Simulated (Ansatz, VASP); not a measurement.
**BN in VASP and in Ansatz**

```
N B
1.0
     0.00000    1.81300    1.81300
     1.81300    0.00000    1.81300
     1.81300    1.81300    0.00000
N B
1 1
Direct
  0.25000 0.25000 0.25000
  0.00000 0.00000 0.00000
```

The cell is a database's computed one.

Alike in both runs: task relaxation of cell and atoms; functional PBE; k mesh 13 × 13 × 13; occupations fermi-dirac, width 0.05 eV; no spin polarisation.

|  | VASP | Ansatz |
| --- | --- | --- |
| version | VASP 6.6.1 | Ansatz 0.2.0 |
| potentials or method | VASP PAW PBE potentials, release 64 (N_h, B_h) | Ansatz PAW |
| plane-wave cutoff (eV) | 980 | 420 |
| valence electrons in the cell | 8 | 8 |

|  | VASP | Ansatz | Ansatz less VASP |
| --- | --- | --- | --- |
| gap on the k mesh at the Fermi level, each at its own relaxed structure (eV) | 4.53 | 4.54 | +0.005 |
| relaxed volume (Å³/atom) | 5.96 | 5.95 | -0.006 |
| relaxed cell length with the largest relative difference (Å) | 2.564 | 2.563 | -0.0009 |

Caveats: the relaxation stopped at its first step, so nothing moved (VASP); an odd mesh through Γ misses points on the zone boundary, where band edges often lie (VASP); odd divisions of the mesh miss points on the zone boundary, where band edges often lie, so the gap on the mesh can be too wide (Ansatz); the plane-wave basis is chosen anew once the cell has moved, so the energies of steps on either side of that aren't comparable (Ansatz); the pressure holds a Pulay correction of +1.1 GPa for the finite cutoff (Ansatz). As with any semilocal functional, this PBE gap is likely too small.
